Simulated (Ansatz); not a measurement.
# CoSi2 (Fm-3m) in Ansatz: band structure with LDA

Aim: the band structure of CoSi2 with LDA.

Everything below comes from runs of Ansatz 0.2.0. Logs are shortened: lines on timing, memory, paths and dates and some standing lists are left out, and cuts for length are marked.

## Step 1: The crystal as given

Symmetry: Fm-3m, No. 225, cubic system. The conventional cell has a = 5.356 Å, b = 5.356 Å, c = 5.356 Å, α = 90.00°, β = 90.00°, γ = 90.00°. Co (site symmetry m-3m) has 8 Si at 2.32 Å as nearest neighbours. Si (site symmetry -43m) is surrounded by 4 Co at 2.32 Å.

## Step 2: Band structure, LDA, collinear spin, ferromagnetic start

The input, input.yaml:

```yaml
crystal:
  lattice:
    - [0.0, 2.678, 2.678]
    - [2.678, 0.0, 2.678]
    - [2.678, 2.678, 0.0]
  atoms:
    - { symbol: Co, position: [0.0, 0.0, 0.0], spin: 2.0 }
    - { symbol: Si, position: [0.75, 0.75, 0.75] }
    - { symbol: Si, position: [0.25, 0.25, 0.25] }
hamiltonian:
  xc: lda
  pseudopotentials: { kind: paw }
magnetization:
  spin_polarized: true
kpoints:
  mp_grid: { grid: [9, 9, 9] }
  band_path:
    path:
      - [[0.0, 0.0, 0.0], [0.5, 0.0, 0.5], [0.5, 0.25, 0.75], [0.375, 0.375, 0.75], [0.0, 0.0, 0.0], [0.5, 0.5, 0.5], [0.625, 0.25, 0.625], [0.5, 0.25, 0.75], [0.5, 0.5, 0.5], [0.375, 0.375, 0.75]]
      - [[0.625, 0.25, 0.625], [0.5, 0.0, 0.5]]
    npoints: 14
scf:
  occupations: { method: fermi_dirac, width: 0.05 }
  n_extra_bands: 7
output:
  forces: true
  stress: true
  eigenvalues: true
  fatbands: true
  write_density: true
  write_potential: true
  elf: true
  volumetric_format: npy
```

Potentials or basis: Ansatz PAW.

Command:

```
$ ansatz run input.yaml --threads 2 --pin off --max-ram 5632MiB --backend cpu --events-out ev --progress --plain --runs-dir out
```

What it wrote:

```text
Warning: RAYON_NUM_THREADS=2 ignored (pool sized by the plan → 2); use --threads N
scf.n_extra_bands = 7 over 13 filled bands (N_el = 25.0): the run solves 20 bands
Engine: ansatz 0.2.0, x86_64-unknown-linux-gnu
Pseudopotentials: kind: paw
Pseudopotential: Co, paw, valence charge 17, recommended cutoff 420 eV (normal), Co.paw.azcp
Pseudopotential: Si, paw, valence charge 4, recommended cutoff 420 eV (normal), Si.paw.azcp
Functional definition: SPW92
  exchange = slater_x
  correlation = pw_c
Crystal: 3 atoms, lattice volume = 38.412 Å³
Basis set: ecut = 420 eV, 749 PW (Γ)
Bands: 20, of which v1, the nominal top of the filled ones, is band 13 counted from 1 (12 counted from 0)
Symmetry: 48 space group operations
Space group: Fm-3m (ITA 225), of the structure as read, at distance tolerance 3.4e-5 Å
Magnetic group: BNS 225.116 (UNI 1618), of the structure as read, at distance tolerance 3.4e-5 Å
k-points: 35 of 729
Non-local potential: Co, projectors of the file, l = 0: 3, l = 1: 2, l = 2: 3, l = 3: 1
Non-local potential: Si, projectors of the file, l = 0: 2, l = 1: 2, l = 2: 2
PAW form: soft (Blöchl's): semilocal exchange-correlation on the pseudo side does not see the compensation charge
PAW frozen core: Co, regenerated for the run's functional, and the local potential with it (the file was generated under x = pbe(κ = 0.804, μ = 0.2195149727645171), c = pbe(β = 0.06672455060314922))
PAW frozen core: Si, regenerated for the run's functional, and the local potential with it (the file was generated under x = pbe(κ = 0.804, μ = 0.2195149727645171), c = pbe(β = 0.06672455060314922))
PAW one-centre angular grid: Co, 590 points (default); XC on 64 Gauss nodes
PAW one-centre angular grid: Si, 110 points (default); XC on 64 Gauss nodes
Initial density: superposition of atomic densities (chi_scale 0.1, normalization cell)
Starting moments: Σ|m| = 2 μB on 1 of 3 sites
Initial wavefunctions: pseudopotential atomic-orbital guess
Functional: x = slater, c = lda
SCF iter   1: F=—  HF=-6281.172178 eV  |F-HF|=—  |Δ(HF+E_count)|=         —  Δρ=1.68e-1 (↑1.68e-1 ↓9.52e-2)  dr2=1.90e0  dr2_m=5.79e0  M=0.235 μB ∫|m|=0.288 μB  β_m=0.30  ethr=3.10e-3  ⟨swp⟩=5.7  Hψ=6978  notcnv=0  defer=4
Mixer restart at iter 1: flushing history
preconditioner: auto → Kerker (q_TF=auto, 2.540 Å⁻¹)  [metal: Δε(μ)=0.008 eV  Ē_g=10.037 eV  σ=0.050 eV  W_gap=0.04  n_scr=14 (ndim 8)  ℏωp=24.7 eV  f_vac=0.000  D(μ)=1.83/eV (n_scr^D=14)]
spin=Collinear: Kerker preconditioning applied to the charge; magnetization (m = ρ↑ − ρ↓) channel mixes plain (no charge-response kernel on spin).
SCF iter   2: F=—  HF=-6280.279664 eV  |F-HF|=—  |Δ(HF+E_count)|=   8.93e-1  Δρ=1.10e-1 (↑8.58e-2 ↓1.10e-1)  dr2=1.15e0  dr2_m=3.26e0  M=0.149 μB ∫|m|=0.198 μB  β_m=0.57  ethr=3.10e-3  ⟨swp⟩=2.4  Hψ=2908  notcnv=0  defer=126
SCF iter   3: F=—  HF=-6281.921271 eV  |F-HF|=—  |Δ(HF+E_count)|=    1.64e0  Δρ=5.30e-2 (↑5.30e-2 ↓3.70e-2)  dr2=4.24e-1  dr2_m=6.28e-1  M=0.057 μB ∫|m|=0.079 μB  β_m=0.75  ethr=3.10e-3  ⟨swp⟩=3.0  Hψ=2717  notcnv=0  defer=137
SCF iter   4: F=—  HF=-6281.942712 eV  |F-HF|=—  |Δ(HF+E_count)|=   2.14e-2  Δρ=1.72e-2 (↑1.72e-2 ↓1.57e-2)  dr2=4.43e-1  dr2_m=3.31e-4  M=-0.002 μB ∫|m|=0.005 μB  β_m=0.75  ethr=1.70e-3  ⟨swp⟩=2.7  Hψ=3087  notcnv=0  defer=148
SCF iter   5: F=—  HF=-6281.863363 eV  |F-HF|=—  |Δ(HF+E_count)|=   7.93e-2  Δρ=1.05e-2 (↑1.05e-2 ↓9.96e-3)  dr2=8.73e-2  dr2_m=3.20e-5  M=0.001 μB ∫|m|=0.001 μB  β_m=0.87  ethr=1.70e-3  ⟨swp⟩=2.0  Hψ=2047  notcnv=0  defer=148
SCF iter   6: F=—  HF=-6281.873292 eV  |F-HF|=—  |Δ(HF+E_count)|=   9.93e-3  Δρ=2.53e-3 (↑1.67e-3 ↓2.53e-3)  dr2=3.95e-3  dr2_m=1.45e-4  M=-0.003 μB ∫|m|=0.003 μB  β_m=0.94  ethr=3.49e-4  ⟨swp⟩=2.4  Hψ=2487  notcnv=0  defer=142
SCF iter   7: F=—  HF=-6281.874709 eV  |F-HF|=—  |Δ(HF+E_count)|=   1.42e-3  Δρ=3.14e-4 (↑3.14e-4 ↓2.98e-4)  dr2=1.99e-4  dr2_m=6.41e-6  M=-0.000 μB ∫|m|=0.000 μB  β_m=0.97  ethr=1.58e-5  ⟨swp⟩=2.0  Hψ=2567  notcnv=0  defer=142
SCF iter   8: F=—  HF=-6281.874713 eV  |F-HF|=—  |Δ(HF+E_count)|=   4.17e-6  Δρ=1.02e-4 (↑1.02e-4 ↓8.56e-5)  dr2=1.41e-5  dr2_m=1.10e-7  M=-0.000 μB ∫|m|=0.000 μB  β_m=0.98  ethr=7.96e-7  ⟨swp⟩=2.1  Hψ=1985  notcnv=0  defer=142
SCF iter   9: F=—  HF=-6281.874711 eV  |F-HF|=—  |Δ(HF+E_count)|=   1.69e-6  Δρ=6.48e-5 (↑6.41e-5 ↓6.48e-5)  dr2=5.54e-6  dr2_m=1.08e-9  M=0.000 μB ∫|m|=0.000 μB  β_m=0.99  ethr=5.66e-8  ⟨swp⟩=2.7  Hψ=2311  notcnv=0  defer=142
SCF iter  10: F=—  HF=-6281.874711 eV  |F-HF|=—  |Δ(HF+E_count)|=   2.71e-7  Δρ=1.30e-6 (↑1.29e-6 ↓1.30e-6)  dr2=2.34e-9  dr2_m=2.47e-11  M=0.000 μB ∫|m|=0.000 μB  β_m=1.00  ethr=2.21e-8  ⟨swp⟩=2.0  Hψ=1563  notcnv=0  defer=142
SCF iter  11: F=-6281.874711 eV  HF=-6281.874711 eV  |F-HF|=3.04e-8  |Δ(HF+E_count)|=   4.84e-9  Δρ=5.49e-6 (↑5.48e-6 ↓5.49e-6)  dr2=3.48e-8  dr2_m=1.33e-13  M=0.000 μB ∫|m|=0.000 μB  ethr=9.34e-12  ⟨swp⟩=10.3  Hψ=8799  notcnv=0
SCF 1 converged in 11 iterations: F = -6281.874711 eV  dr2 = 3.48e-8
WARN: the starting moments were not kept: the SCF closed with an absolute magnetisation of 2.7e-7 μB, where they sum to 2 μB in size (1 site). That is at most 0.1 of that sum. Measured as dr2_m measures the in/out step, that magnetisation stands 1.5e-14 eV from none, at or under the dr2_threshold of 1.0e-7 eV: it is no larger than a step whose dr2_m would equal this threshold. The system may hold no moment; this SCF shows only that its start led to no more than that. To try another start: raise the starting moments (crystal.atoms[].spin, magnetization.per_species, magnetization.initial_magnetization, or on a non-collinear deck that types none of these the spinor_matrix: blocks that start its atoms; where the total moment is fixed, keep their sum and leave initial_magnetization as it is; typed ones take the place of any that the run laid by itself, positive ones on a crystal's lanthanoids without a Hubbard term where scf.initial_density.shell_occupations: [] is typed) or, if the notice of its spin-set hold's release reads "site moments contracting" or "site moments show no strong build", lengthen the hold (scf.mixing.spin_hold: { on: { confirm: 4 } }; for m-r²SCAN on two components see the key's manual first). Each may lead to a state that holds a moment. A second SCF, from the converged charge density, with the starting moments and any scf.initial_density.shell_occupations laid on it anew, would have followed, and was not run: the deck does not ask for one (magnetization.retry_lost_moments is false, the default). To let it run, set magnetization.retry_lost_moments: true and run the deck again, where that key's refused combinations let it; where memory then withholds it, that run's warning says so.
NSCF: frozen V_eff on 142 k-points
SCF converged after 11 iterations
Magnetization: 0.0000 μB (12.5000 up, 12.5000 down)
Absolute magnetization: 0.0000 μB (∫|ρ↑−ρ↓|, with the PAW one-centre terms)
Spin contamination: 0.0000 ħ² per cell (⟨S²⟩ above its minimum at these occupations)
Per-site moments (μB) at R_I (Å): [(-9.264277855842307e-9, 0.9566766129255746), (2.2492185288463942e-8, 0.9566766129255746), (2.2492185147474782e-8, 0.9566766129255748)]
Free energy (F): -6281.874711 eV
Harris-Foulkes:  -6281.874711 eV  (|F-HF|=3.04e-8)
Internal energy: -6281.864672 eV  (E = F + TS)
E sigma→0 (E₀):  -6281.869692 eV
Entropy (-TS):   -0.010039 eV (-3.346 meV/atom)
Fermi energy:    12.584346 eV
--- Per-component energies (eV) ---
  E_band       = -286.970516
  E_kinetic    = 548.057887
  E_local      = -4105.833763  (includes V_loc(G=0)·N_el)
  E_nonlocal   = 509.437347
  E_hartree    = 1782.581793
  E_xc         = -272.173537
  E_vxc        = -305.514044  (∫ρ·V_xc dr)
  E_paw        = -2426.034968  (= ΣΔE_a)
  E_vpaw       = -498.297232  (= ΣTr[D̂ρ^β])
  E_aug_tail   = 0.000094  (compensation charges beyond the density's cutoff)
  E_ewald      = -2318.486437
  E_core_change = 0.586912  (= ΣΔE_core)
  E_smearing   = -0.010039  (= −TS)
  E_closure    = 0.000000  (closes the sum)
  Σ components = -6281.874711   (vs F -6281.874711, Δ=0.00e0)
--- Forces (eV/Å), atoms counted from 1 ---
  atom   1  Co    -0.00000000    -0.00000000     0.00000000
  atom   2  Si     0.00000000     0.00000000    -0.00000000
  atom   3  Si     0.00000000     0.00000000     0.00000000
  max |Σ_I F_I| component: 5.55e-17 eV/Å
--- Stress (GPa, compression-positive) ---
       -8.419449      -0.000000       0.000000
       -0.000000      -8.419449      -0.000000
       -0.000000       0.000000      -8.419449
  P = ⅓ Tr σ = -8.4194 GPa (-84.194 kbar)
--- Band table (eV; the first three rows and the last of 70) ---
  k-point 0 ↑: bands = ["-81.3494", "-45.0783", "-45.0783", "-45.0783", "-0.4766", "8.5212", "8.5212", "8.5212", "10.7131", "10.7131", "13.2643", "16.0514", "16.0514", "16.0514", "16.0629", "16.0629", "16.0629", "18.2368", "18.2368", "18.2368"]
  k-point 1 ↑: bands = ["-81.3494", "-45.0786", "-45.0784", "-45.0784", "-0.2894", "8.0689", "8.5873", "8.5873", "10.6595", "10.6595", "13.3218", "14.3211", "15.0611", "15.0611", "17.0051", "17.0051", "17.8659", "17.8659", "17.8880", "18.0533"]
  k-point 2 ↑: bands = ["-81.3495", "-45.0794", "-45.0785", "-45.0785", "0.2657", "6.9426", "8.7546", "8.7546", "10.5750", "10.5750", "12.0570", "14.0705", "14.0705", "14.6365", "16.6749", "16.6749", "17.2855", "18.8953", "18.8953", "19.6804"]
  k-point 34 ↓: bands = ["-81.3494", "-45.0802", "-45.0799", "-45.0792", "3.9739", "4.7749", "6.7931", "6.9391", "10.0930", "10.3453", "10.7349", "11.2079", "11.9520", "15.8182", "16.4934", "18.2152", "19.8839", "21.5656", "22.7275", "24.9794"]
```

It took 4.5 s on 2 threads of Intel Xeon 6975P-C (Granite Rapids), shared host; peak memory 0.41 GiB.

Results:

```yaml
Free_energy: -6281.8747 eV
Pressure: -8.4 GPa
Band_gap_on_the_k_mesh: none (metal or under the smearing width)
Net_moment: 0.00 μB per cell
Absolute_moment: 0.00 μB per cell
```

Levels at the corners of the path, in eV from the Fermi level:
Spin up:
```tsv
point	band 11	band 12	band 13	band 14	band 15	band 16
Γ	0.68	3.47	3.47	3.47	3.48	3.48
X	-1.96	-1.89	-1.30	1.59	2.95	8.64
W	-1.96	-1.42	-0.64	3.66	3.66	5.84
K	-1.77	-1.19	-0.93	1.99	4.98	5.88
Γ	0.68	3.47	3.47	3.47	3.48	3.48
L	-1.61	-0.42	-0.42	2.65	3.48	3.48
U	-1.77	-1.19	-0.93	1.99	4.98	5.88
W	-1.96	-1.42	-0.64	3.66	3.66	5.84
L	-1.61	-0.42	-0.42	2.65	3.48	3.48
K	-1.77	-1.19	-0.93	1.99	4.98	5.88
U	-1.77	-1.19	-0.93	1.99	4.98	5.88
X	-1.96	-1.89	-1.30	1.59	2.95	8.64
```
Spin down:
| point | band 11 | band 12 | band 13 | band 14 | band 15 | band 16 |
| --- | --- | --- | --- | --- | --- | --- |
| Γ | 0.68 | 3.47 | 3.47 | 3.47 | 3.48 | 3.48 |
| X | -1.96 | -1.89 | -1.30 | 1.59 | 2.95 | 8.64 |
| W | -1.96 | -1.42 | -0.64 | 3.66 | 3.66 | 5.84 |
| K | -1.77 | -1.19 | -0.93 | 1.99 | 4.98 | 5.88 |
| Γ | 0.68 | 3.47 | 3.47 | 3.47 | 3.48 | 3.48 |
| L | -1.61 | -0.42 | -0.42 | 2.65 | 3.48 | 3.48 |
| U | -1.77 | -1.19 | -0.93 | 1.99 | 4.98 | 5.88 |
| W | -1.96 | -1.42 | -0.64 | 3.66 | 3.66 | 5.84 |
| L | -1.61 | -0.42 | -0.42 | 2.65 | 3.48 | 3.48 |
| K | -1.77 | -1.19 | -0.93 | 1.99 | 4.98 | 5.88 |
| U | -1.77 | -1.19 | -0.93 | 1.99 | 4.98 | 5.88 |
| X | -1.96 | -1.89 | -1.30 | 1.59 | 2.95 | 8.64 |

Caveat: the starting moments collapsed, and a magnetic state may lie lower; the PAW data sets come from PBE, with cores solved anew for the run's functional, which leaves a small shift of forces and pressure; the starting moments weren't kept.
